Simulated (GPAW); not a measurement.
Here is a GPAW 26.7.0 calculation.

Contents of run.py:

```python
from ase.calculators.mixing import SumCalculator
from ase.filters import FrechetCellFilter
from ase.io import read, write
from ase.optimize import LBFGS
from dftd4.ase import DFTD4
from gpaw import GPAW, PW

atoms = read('POSCAR')

calc = GPAW(mode=PW(600),
            xc='revPBE',
            kpts={'size': (11, 11, 11), 'gamma': True},
            occupations={'name': 'fermi-dirac', 'width': 0.05},
            nbands=14,
            convergence={'density': 1e-05, 'forces': 0.0001},
            maxiter=150,
            txt='gpaw.txt')
atoms.calc = SumCalculator([calc, DFTD4(method='revpbe')])
opt = LBFGS(FrechetCellFilter(atoms), trajectory='relax.traj', logfile='-')
done = opt.run(fmax=0.02, steps=40)
calc.write('gs.gpw')
write('result.traj', atoms)
print('Converged:', done)
print('Cell:', atoms.cell.cellpar().round(4))
print('Volume:', round(atoms.get_volume(), 4))
print(atoms.get_scaled_positions().round(5))
```

The input POSCAR:

```
Au
1.0
    0.0000000000      2.0350000000      2.0350000000
    2.0350000000      0.0000000000      2.0350000000
    2.0350000000      2.0350000000      0.0000000000
Au
1
Direct
    0.0000000000      0.0000000000      0.0000000000
```

Potentials or basis: the program's PAW data sets (release 1.2.1) made for this functional, pw.

Run with:

```sh
$ OMP_NUM_THREADS=1 python run.py
```

**Question.** What does it give for the space group after relaxing (to 0.05 Å)?

**Answer.** Fm-3m (No. 225).

**Question.** Estimate the relaxed cell.

**Answer.** a = 2.909 Å, b = 2.909 Å, c = 2.909 Å, α = 60.00°, β = 60.00°, γ = 60.00°.

**Question.** Predict the dispersion energy per atom.

**Answer.** -1.097 eV.

The path:
| step | energy change (eV) | largest force (eV/Å) | pressure (GPa) | volume (Å³) |
| --- | --- | --- | --- | --- |
| 1 | 0.0000 | 0.0000 | 5.75 | 16.85 |
| 2 | -0.0095 | 0.0000 | 1.03 | 17.30 |
| 3 | -0.0099 | 0.0000 | 0.06 | 17.40 |

Caveat: with this Au data set, volumes or pressures lay over 1.5 % or 2 GPa off other programs in two to four cells of ten; later steps reuse the first step's grids; pairwise dispersion overbinds metals, which lowers pressure and volume. The run has no spin-orbit coupling, so splittings on Au are missing.
